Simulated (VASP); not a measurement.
Runs of VASP 6.6.1 on AlN. The structure is hexagonal, space group P6_3/mmc (No. 194). The conventional cell has a = 3.301 Å, b = 3.301 Å, c = 4.138 Å, α = 90.00°, β = 90.00°, γ = 120.00°. Al (site symmetry -6m2) is surrounded by 5 N at 1.91 to 2.07 Å. N (site symmetry -6m2) is surrounded by 5 Al at 1.91 to 2.07 Å. Measurements of this composition are mostly on another form, of space group No. 186.

| level | potentials or basis | k mesh | cutoff (eV) | smearing | further INCAR settings | gap on the mesh (eV) | pressure (GPa) |
| --- | --- | --- | --- | --- | --- | --- | --- |
| PBEsol | VASP PAW PBE potentials, release 64 (Al, N) | 12 × 12 × 8 | 520 | gaussian 0.02 eV | ALGO = Fast; EDIFF = 1e-07 | 3.35 | 0.1 |
| PBEsol | VASP PAW PBE potentials, release 64 (Al, N_h) | 9 × 9 × 6 | 900 | gaussian 0.02 eV | ALGO = Fast; EDIFF = 1e-07 | 3.35 | 0.0 |
| PBEsol | VASP PAW PBE potentials, release 64 (Al, N) | 9 × 9 × 6 | 520 | gaussian 0.5 eV | ALGO = Fast; EDIFF = 1e-07 | 3.35 | 0.1 |
| r2SCAN | VASP PAW PBE potentials, release 64 (Al, N) | 9 × 9 × 6 | 520 | gaussian 0.02 eV | ALGO = Normal; EDIFF = 1e-07 | 4.02 | (a) |
| PBEsol | VASP PAW PBE potentials, release 64 (Al, N) | 9 × 9 × 6 | 700 | gaussian 0.02 eV | ALGO = Fast; EDIFF = 1e-07 | 3.35 | 0.0 |

Alike in all rows: task single point; no spin polarisation; cell as given.

Q: Estimate the missing entries.

A: (a) -1.8.

Caveats: the PAW data sets were made with another functional, which shifts forces and pressure a little; the cutoff is under 1.25 times the usual one of these potentials, so pressure, stress and relaxed cells hold a basis-set (Pulay) error (some runs).

A k mesh can miss the band edges.
